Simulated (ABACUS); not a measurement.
## KF under changes of volume

One of the cells (17.306 Å³/atom); the others are scaled copies at fixed shape and fractional positions:

```
K F
1.0
     3.25895    0.00000    0.00000
     0.00000    3.25895    0.00000
     0.00000    0.00000    3.25895
K F
1 1
Direct
  0.00000 0.00000 0.00000
  0.50000 0.50000 0.50000
```

The cell comes from a database or a generator and needn't be the stable form of this composition.

```yaml
Program: ABACUS 3.10.1
Functional: PBE
Potentials_or_basis: PseudoDojo NC SR 0.4.1 PBE standard
Cutoff: 1143 eV
Density_cutoff: 4572 eV
Basis: plane waves
k_mesh: 8 × 8 × 8
Occupations: fermi-dirac, width 0.05 eV
Spin: no spin polarisation
```

```tsv
volume (Å³/atom)	energy over the lowest point (meV/atom)	pressure (GPa)	gap on the mesh (eV)
16.268	?	?	?
16.614	2.66	1.4	6.58
16.960	0.54	0.6	6.43
17.306	0.00	-0.1	6.29
17.652	0.87	-0.7	6.15
17.999	2.99	-1.3	6.03
18.345	6.22	-1.8	5.90
```

Question: What does the run at 16.268 Å³/atom give?

Answer: Energy over the lowest point 6.56 meV/atom; pressure 2.2 GPa; gap on the mesh 6.73 eV.

Worked out: A Birch-Murnaghan fit of order 3 (a polynomial in V^(-2/3)) to the other rows has its minimum at 17.26 Å³/atom with B0 = V·E''(V) = 33 GPa and B' = 4.9. It gives 6.56 meV/atom at 16.268 Å³/atom, against the run's 6.56, and -dE/dV = 2.3 GPa, against 2.2. A straight line through the other rows of the gap, of slope -6.83 eV per unit of ln V, extrapolates to 6.72 eV, against the run's 6.73.

Energies are extrapolated to zero smearing.

A mesh can miss the band edges.
